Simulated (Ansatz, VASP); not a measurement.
**Two plane-wave programs on Zr**

File INCAR:

```
SYSTEM = Zr
PREC = Accurate ; ENCUT = 520
EDIFF = 1E-7 ; ISMEAR = 0
SIGMA = 0.15 ; LREAL = .FALSE.
LASPH = .TRUE. ; NELM = 100
ALGO = Fast ; ISIF = 2
LWAVE = .FALSE. ; LCHARG = .FALSE.
GGA = PS ; NBANDS = 12
```

File KPOINTS:

```
Automatic mesh
0
G
  18 18 18
  0 0 0
```

POSCAR

```
Zr
1.0
    0.0704687500      2.2550000000      2.2550000000
    2.2550000000      0.0704687500      2.2550000000
    2.3254687500      2.3254687500      0.0000000000
Zr
1
Direct
    0.0000000000      0.0000000000      0.0000000000
```

Input for Ansatz:

```yaml
crystal:
  lattice:
    - [0.07046875, 2.255, 2.255]
    - [2.255, 0.07046875, 2.255]
    - [2.32546875, 2.32546875, 0.0]
  atoms:
    - { symbol: Zr, position: [0.0, 0.0, 0.0] }
basis:
  ecutwfc: 420
kpoints:
  mp_grid: { grid: [18, 18, 18] }
hamiltonian:
  xc: pbesol
scf:
  occupations: { method: gaussian, width: 0.15 }
output:
  forces: true
  stress: true
  eigenvalues: true
```

Change from the starting cell: strain +0.0625 x Voigt [0, 0, 0, 0, 0, 1], atoms carried along.

Alike in both runs: task single point; functional PBEsol; k mesh 18 × 18 × 18; occupations gaussian, width 0.15 eV; no spin polarisation.

|  | VASP | Ansatz |
| --- | --- | --- |
| version | VASP 6.6.1 | Ansatz 0.2.0 |
| potentials or method | VASP PAW PBE potentials, release 64 (Zr_sv) | scalar-relativistic, plane waves, PAW |
| plane-wave cutoff (eV) | 520 | 420 |
| valence electrons in the cell | 12 | 12 |

|  | VASP | Ansatz | Ansatz less VASP |
| --- | --- | --- | --- |
| gap on the k mesh at the Fermi level (eV) | none | none | - |
| pressure (GPa) | -2.6 | -2.6 | -0.06 |
| largest component of the traceless stress (GPa) | 2.91 | 2.90 | -0.010 |

A gap of «none» marks a metal or a gap that the smearing closes.

Caveats: the PAW data sets were made with another functional, which shifts forces and pressure a little (VASP).
